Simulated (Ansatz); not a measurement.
**Pressure against volume: InP**

```cif
data_structure
_symmetry_space_group_name_H-M 'Fm-3m'
_symmetry_Int_Tables_number 225
_cell_length_a 5.7100
_cell_length_b 5.7100
_cell_length_c 5.7100
_cell_angle_alpha 90.000
_cell_angle_beta 90.000
_cell_angle_gamma 90.000
_cell_volume 186.17
loop_
_atom_site_label
_atom_site_type_symbol
_atom_site_symmetry_multiplicity
_atom_site_Wyckoff_symbol
_atom_site_fract_x
_atom_site_fract_y
_atom_site_fract_z
_atom_site_occupancy
In1 In 4 a 0.00000 0.00000 0.00000 1
P1 P 4 b 0.50000 0.00000 0.00000 1
```

The runs use the primitive cell with vectors (0.000, 2.855, 2.855), (2.855, 0.000, 2.855), (2.855, 2.855, 0.000) Å, to which the k mesh refers.

The geometry is COD entry 1538565, unchecked; take it as a test cell.

No spin–orbit coupling, which matters for the heavy atoms here.

Methods: DFT, LDA, all-electron LAPW, scalar-relativistic (Ansatz 0.2.0); DFT, LDA, PAW with Ansatz's default frozen-core files, scalar-relativistic (Ansatz 0.2.0).

For LAPW: a Γ-centred 11×11×11 k mesh, Fermi–Dirac smearing of 0.05 eV, basis error target 1 meV/atom, no spin polarisation. PAW takes a cutoff of 420 eV at this cell (files made with PBE, cores remade for this functional). The Ansatz runs share mesh, smearing and spin set-up. Plane-wave (PAW) pressures include the program's estimate of the Pulay term.

The cell above is scaled evenly, with fractional coordinates and shape held.

```json
{"V/V(cell)": "0.9400", "V (Å³/atom)": "21.875", "P, LAPW (GPa)": "?", "P, PAW (GPa)": "?"}
{"V/V(cell)": "0.9600", "V (Å³/atom)": "22.340", "P, LAPW (GPa)": "-7.92", "P, PAW (GPa)": "-7.95"}
{"V/V(cell)": "0.9800", "V (Å³/atom)": "22.806", "P, LAPW (GPa)": "-8.84", "P, PAW (GPa)": "-8.86"}
{"V/V(cell)": "0.9900", "V (Å³/atom)": "23.038", "P, LAPW (GPa)": "-9.26", "P, PAW (GPa)": "-9.28"}
{"V/V(cell)": "1.0000", "V (Å³/atom)": "23.271", "P, LAPW (GPa)": "-9.65", "P, PAW (GPa)": "-9.67"}
{"V/V(cell)": "1.0100", "V (Å³/atom)": "23.504", "P, LAPW (GPa)": "-10.00", "P, PAW (GPa)": "-10.02"}
{"V/V(cell)": "1.0200", "V (Å³/atom)": "23.737", "P, LAPW (GPa)": "-10.34", "P, PAW (GPa)": "-10.36"}
{"V/V(cell)": "1.0400", "V (Å³/atom)": "24.202", "P, LAPW (GPa)": "-10.93", "P, PAW (GPa)": "-10.95"}
{"V/V(cell)": "1.0600", "V (Å³/atom)": "24.667", "P, LAPW (GPa)": "-11.43", "P, PAW (GPa)": "-11.45"}
```

Question: Fill in the row V/V(cell) = 0.9400.

Answer: P, LAPW (GPa) = -6.87, P, PAW (GPa) = -6.90.
